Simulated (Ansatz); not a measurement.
Method: DFT, revPBE, plane waves (420 eV) with PAW, scalar-relativistic in Ansatz 0.2.0. The PAW files were generated under PBE, with cores re-solved for the functional.

An element in the simple cubic structure gives this curve. The cell is scaled uniformly from the relaxed one, with fractional coordinates and shape fixed. Energies are extrapolated to zero smearing, pressures are those at the given smearing. Magnetic state: spin not included.

```tsv
V (Å³/atom)	E − E₀ (meV/atom)	P (GPa)
16.151	182.2	31.19
16.885	72.3	17.99
17.620	15.8	7.80
18.354	0.2	-0.03
19.088	15.9	-6.07
19.822	55.9	-10.74
20.556	114.8	-14.32
```

Problem. Which element is it?
A. platinum
B. iridium
C. osmium
D. germanium

Solution. A. Its fit is V₀ = 18.32 Å³/atom, B₀ = 173 GPa, B₀′ = 5.5.
